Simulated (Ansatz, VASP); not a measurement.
SnSe: VASP beside Ansatz

Contents of INCAR:

```
PREC = Accurate ; ENCUT = 520
EDIFF = 1E-6 ; ISMEAR = 0
SIGMA = 0.01 ; LREAL = F
LASPH = T ; NELM = 100
ALGO = Normal ; ISIF = 2
LWAVE = F ; LCHARG = F
GGA = CA ; NBANDS = 28
```

KPOINTS

```
Automatic mesh
0
Gamma
  6 6 2
```

Contents of POSCAR:

```
SnSe
1.0
    4.2853270000      0.0000000000      0.0000000000
    0.0000000000      4.2853270000      0.0000000000
    0.0000000000      0.0000000000     10.9906920000
Sn Se
2 2
Direct
    0.5000000000      0.0000000000      0.3722290000
    0.0000000000      0.5000000000      0.6277710000
    0.5000000000      0.0000000000      0.6160390000
    0.0000000000      0.5000000000      0.3839610000
```

Input for Ansatz:

```yaml
crystal:
  lattice:
    - [4.285327, 0.0, 0.0]
    - [0.0, 4.285327, 0.0]
    - [0.0, 0.0, 10.990692]
  atoms:
    - { symbol: Sn, position: [0.5, 0.0, 0.372229] }
    - { symbol: Sn, position: [0.0, 0.5, 0.627771] }
    - { symbol: Se, position: [0.5, 0.0, 0.616039] }
    - { symbol: Se, position: [0.0, 0.5, 0.383961] }
basis:
  ecutwfc: 450.0
kpoints:
  mp_grid:
    grid: [6, 6, 2]
    shift: [0.0, 0.0, 0.0]
hamiltonian:
  xc: lda
scf:
  occupations:
    method: fixed
output:
  eigenvalues: true
```

Alike in both runs: task single point; functional LDA; k mesh 6 × 6 × 2; no spin polarisation.

|  | VASP | Ansatz |
| --- | --- | --- |
| version | VASP 6.6.1 | Ansatz 0.2.0 |
| potentials or method | VASP PAW LDA potentials, release 64 (Sn_d, Se) | plane waves, PAW |
| plane-wave cutoff (eV) | 520 | 450 |
| occupations | gaussian, width 0.01 eV | fixed |
| valence electrons in the cell | 40 | 60 |

Ansatz gave:

* gap on the k mesh at the Fermi level (eV): 1.47

Which values does VASP return?

gap on the k mesh at the Fermi level (eV): 1.45.

The two sets of potentials don't hold the same shells in valence.

Caveats: spin-orbit coupling is left out, which moves the levels of the heavy elements.
